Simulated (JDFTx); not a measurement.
# W under changes of volume

One of the cells (15.848 Å³/atom); the others are scaled copies at fixed shape and fractional positions:

```
CELL_PARAMETERS angstrom
-1.58234 1.58234 1.58234
1.58234 -1.58234 1.58234
1.58234 1.58234 -1.58234
ATOMIC_POSITIONS crystal
W 0.00000 0.00000 0.00000
```

```yaml
Program: JDFTx 1.7.0 (patched build)
Functional: PBEsol
Potentials_or_basis: PseudoDojo-SR-PBEsol-0.4.1-standard with smoothed tails
Cutoff: 1007 eV
Density_cutoff: 4027 eV
k_mesh: 12 × 12 × 12
Occupations: fermi-dirac, width 0.05 eV
Spin: no spin polarisation
```

```tsv
volume (Å³/atom)	energy over the lowest point (meV/atom)	pressure (GPa)
14.897	?	?
15.214	15.26	10.7
15.531	0.97	3.6
15.848	0.00	-2.8
16.165	11.10	-8.6
16.482	33.20	-14.0
16.798	65.31	-18.8
```

Task: What does the run at 14.897 Å³/atom give?

Result: Energy over the lowest point 44.20 meV/atom; pressure 18.5 GPa.

Worked out: A Birch-Murnaghan fit of order 3 (a polynomial in V^(-2/3)) to the other rows has its minimum at 15.71 Å³/atom with B0 = V·E''(V) = 315 GPa and B' = 3.6. It gives 44.08 meV/atom at 14.897 Å³/atom, against the run's 44.20, and -dE/dV = 18.5 GPa, against 18.5.

Energies are extrapolated to zero smearing.
